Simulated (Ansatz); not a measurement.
Ba, space group P4/mmm, a scan of one input key

Program: the Python package of Ansatz (0.2.0).

The script, `edit_ba.py`:
```python
"""Keys set on an Input object, for Ba."""

import ansatz as az

xtal = (
    az.Lattice.from_parameters(3.99965, 3.99965, 3.605539, alpha=90, beta=90, gamma=90)
    .space_group(123, hermann_mauguin="P4/mmm")
    .atom("Ba", [0.5, 0.5, 0.5])
)

base = (
    xtal.calculation()
    .functional("pbe")
    .pseudopotentials("nc")
    .kpoints(spacing=0.29)
    .occupations(az.OccupationsMethod.FERMI_DIRAC, width=0.05)
    .band_table()
)
typed = base.input()
rows = []
for value in [2, 5, 10]:
    edited = typed.set(az.key.scf.mixing.ndim, value)
    r = az.Session.from_dict(edited).plan().execute().report
    rows.append((value, r["free_energy_ev"], r["n_iterations"], len(r["eigenvalues_ev"][0]) if "eigenvalues_ev" in r else 0))
print("       history            F eV      iterations    bands listed")
for row in rows:
    print(f"{str(row[0]):>14s}  {row[1]:14.5f}  {row[2]:14d}  {row[3]:14d}")
print(edited.to_yaml())
```

```console
$ python edit_ba.py
DeckWarning: basis.ecutwfc = 770 eV, auto-derived from the records' recommended cutoffs: set by Ba (normal level)
       history            F eV      iterations    bands listed
             2      -761.16786               7               9
             5      -761.16786               7               9
            10      -761.16786               7               9
crystal:
  lattice:
    a: 3.99965
    b: 3.99965
    c: 3.605539
    alpha: 90.0
    beta: 90.0
    gamma: 90.0
  space_group: 123
  setting:
    hermann_mauguin: P4/mmm
  atoms:
    - { symbol: Ba, position: [0.5, 0.5, 0.5] }
kpoints:
  mp_grid:
    kspacing: 0.29
hamiltonian:
  xc: pbe
  pseudopotentials:
    kind: nc
scf:
  occupations:
    method: fermi_dirac
    width: 0.05
  mixing:
    ndim: 10
output:
  eigenvalues: true
```
(Warnings from the package without file and line, repeats left out.)

Reading the output:
- The settings weren't tested for convergence.
- For a metal this k-point mesh is coarse: on a finer one energies can move by several to tens of meV an atom and pressures by half a GPa or more, differences at one mesh by less.
- This isn't the structure that Ba takes at ambient conditions.
- Wall time of the script: 15 s on 1 thread of AMD EPYC 7R43 64-Core Processor (Zen 3), with other jobs on the host, peak memory 0.36 GiB.

(Lines on the test bed's own set-up are left out of the output.)
